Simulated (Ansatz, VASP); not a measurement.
# One calculation of Si, two programs

```
Si
1.0
     3.86854    0.00000    0.00000
     0.00000    3.86854    0.00000
     0.00000    0.00000   20.10320
Si
4
Direct
  0.00000 0.25000 0.39822
  0.50000 0.25000 0.46499
  0.50000 0.75000 0.53501
  0.00000 0.75000 0.60178
```

Alike in both runs: functional PBE; k mesh 7 × 7 × 1; occupations fermi-dirac, width 0.02 eV; no spin polarisation.

Ansatz relaxed the structure, and its values are those at the end. VASP's run is a single point on that final structure, the one shown.

|  | VASP | Ansatz |
| --- | --- | --- |
| version | VASP 6.6.1 | Ansatz 0.2.0 |
| potentials or method | VASP PAW PBE potentials, release 64 (Si), cutoff 520 eV | all-electron LAPW, scalar-relativistic |

```csv
,VASP,Ansatz,Ansatz less VASP
rms of the force components (eV/Å),0.002,0.003,+0.0013
```

Ansatz ran all-electron here, so the differences hold the error of VASP's frozen core and of both bases.
